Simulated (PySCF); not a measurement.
Compound: C₅H₅N.
SMILES: `c1ccncc1`

Level of theory: PBE0-D3(BJ)/def2-SVP geometry optimisation, gas phase in PySCF.

Masses are those of the commonest isotopes; rigid-rotor values at the optimised geometry. 

Task: What are A, B and C (GHz)?

Result: Ia = 83.53, Ib = 86.59, Ic = 170.12 u·Å²; 505379 MHz·u·Å²/I gives 6050, 5837 and 2971 MHz, that is A = 6.0500, B = 5.8367, C = 2.9707 GHz.

Task: Classify the top.

Result: An asymmetric top. Ray's parameter κ = (2B − A − C)/(A − C) = 0.861; −1 is the prolate and +1 the oblate limit.

Task: What does the inertial defect say?

Result: Planar: Δ = Ic − Ia − Ib = 0.00 u·Å². For a rigid frame Δ = −2 Σ m c², so it vanishes when all atoms lie in the ab plane; here none is more than 0.01 Å from it.

Task: Give the coordinates in the principal-axis frame, origin at the centre of mass.

Result: The sense of each axis is arbitrary; atoms in the order of the calculation.
| atom | mass (u) | a (Å) | b (Å) | c (Å) |
| --- | --- | --- | --- | --- |
| C1 | 12.000 | 1.410 | 0.000 | 0.000 |
| C2 | 12.000 | 0.699 | 1.197 | 0.000 |
| C3 | 12.000 | -0.695 | 1.139 | 0.000 |
| N4 | 14.003 | -1.383 | 0.000 | 0.000 |
| C5 | 12.000 | -0.696 | -1.139 | 0.000 |
| C6 | 12.000 | 0.698 | -1.197 | 0.000 |
| H7 | 1.008 | 2.503 | -0.001 | 0.000 |
| H8 | 1.008 | 1.212 | 2.162 | 0.000 |
| H9 | 1.008 | -1.283 | 2.064 | 0.000 |
| H10 | 1.008 | -1.285 | -2.064 | 0.000 |
| H11 | 1.008 | 1.210 | -2.162 | 0.000 |

Task: List the rotational levels J(Ka,Kc) to J = 5 (MHz).

Result: Above 0(0,0):
J = 1: 1(0,1) 8807, 1(1,1) 9021, 1(1,0) 11887
J = 2: 2(0,2) 23758, 2(1,2) 23769, 2(1,1) 32367, 2(2,1) 33007, 2(2,0) 35671
J = 3: 3(0,3) 44559, 3(1,3) 44559, 3(1,2) 59372, 3(2,2) 59429, 3(2,1) 67715, 3(3,1) 68994, 3(3,0) 71377
J = 4: 4(0,4) 71296, 4(1,4) 71296, 4(1,3) 92081, 4(2,3) 92084, 4(2,2) 106815, 4(3,2) 106985, 4(3,1) 114859, 4(4,1) 116989, 4(4,0) 119036
J = 5: 5(0,5) 103973, 5(1,5) 103973, 5(1,4) 130703, 5(2,4) 130703, 5(2,3) 151471, 5(3,3) 151482, 5(3,2) 166054, 5(4,2) 166443, 5(4,1) 173813, 5(5,1) 177002, 5(5,0) 178689
The levels of one J sum to (2J + 1)J(J + 1)(A + B + C)/3.

Task: Which types of transition are allowed, and where do some lines up to J = 2 fall?

Result: The dipole components are |μa| = 2.17 D, |μb| = 0.00 D, |μc| = 0.00 D; the symmetry axis of this C2v structure is a, so μb and μc vanish by symmetry and there are no b-type or c-type lines. Some lines, for components of 0.1 D or more:

| type | branch | J(Ka,Kc) | MHz | lower level (cm⁻¹) |
| --- | --- | --- | --- | --- |
| a | Q | 2(2,0) ← 2(2,1) | 2664 | 1.101 |
| a | Q | 1(1,0) ← 1(1,1) | 2866 | 0.301 |
| a | Q | 2(1,1) ← 2(1,2) | 8598 | 0.793 |
| a | R | 1(0,1) ← 0(0,0) | 8807 | 0.000 |
| a | R | 2(1,2) ← 1(1,1) | 14749 | 0.301 |
| a | R | 2(0,2) ← 1(0,1) | 14951 | 0.294 |
| a | R | 2(1,1) ← 1(1,0) | 20481 | 0.396 |

Task: Estimate the classical rotational partition function at 50 K, 298.15 K and 500 K.

Result: Point group C2v, symmetry number σ = 2; q = (√π/σ)·√((kT/h)³/(ABC)), k/h = 20836.6 MHz/K: 2910 at 50 K, 42400 at 298.15 K, 92000 at 500 K.

PBE0-D3(BJ)/def2-SVP frequencies: not computed here. Zero-point vibration and centrifugal distortion are left out. Quadrupole hyperfine structure (14N) is left out.
